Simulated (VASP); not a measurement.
Set up this calculation in VASP 6.6.1, as an ASE script.

```
Task                   : single point
Functional             : PBE
Potentials or basis    : VASP PAW PBE potentials, release 64 (Cl, Li)
Cutoff                 : 500 eV
k mesh                 : 9 × 9 × 9
Occupations            : gaussian, width 0.05 eV
Spin                   : no spin polarisation
Further INCAR settings : ALGO = Fast; EDIFF = 1.00e-06
```

LiCl:

```
Cl Li
1.0
     0.00000    2.56477    2.56477
     2.56477    0.00000    2.56477
     2.56477    2.56477    0.00000
Cl Li
1 1
Direct
  0.50000 0.50000 0.50000
  0.00000 0.00000 0.00000
```

The input as run:

run.py

```python
from ase import Atoms
from ase.calculators.vasp import Vasp
from ase.dft.bandgap import bandgap

atoms = Atoms(
    ['Cl', 'Li'],
    cell=[[0.0, 2.56477, 2.56477], [2.56477, 0.0, 2.56477], [2.56477, 2.56477, 0.0]],
    scaled_positions=[[0.5, 0.5, 0.5], [0.0, 0.0, 0.0]],
    pbc=True,
)
calc = Vasp(
    directory='calc',
    xc='pbe',
    pp='PBE',
    setups='minimal',
    prec='Accurate',
    encut=500,
    ediff=1e-06,
    ismear=0,
    sigma=0.05,
    lreal=False,
    lasph=True,
    nelm=60,
    algo='Fast',
    isif=2,
    lwave=False,
    lcharg=False,
    kpts=[9, 9, 9],
    gamma=True,
)
atoms.calc = calc

print('energy (eV):', atoms.get_potential_energy())
print('free energy (eV):', atoms.get_potential_energy(force_consistent=True))
print('forces (eV/A):')
print(atoms.get_forces())
print('stress (eV/A^3, Voigt):', atoms.get_stress())
print('Fermi level (eV):', calc.get_fermi_level())
gap, top, bottom = bandgap(calc)
print('band gap (eV):', gap, 'from (spin, k, band)', top, 'to', bottom)
```

Potentials or basis: VASP PAW PBE potentials, release 64 (Cl, Li).

Launch:

```bash
$ python run.py
```

It gave:

The pressure is 0.4 GPa and the band gap on the k mesh is 6.33 eV, direct.

Caveat: an odd mesh through Γ misses points on the zone boundary, where band edges often lie.

Wall time 8 s on 1 thread of AMD EPYC 9R45 (Zen 5), on a shared host, peak memory 0.11 GiB.
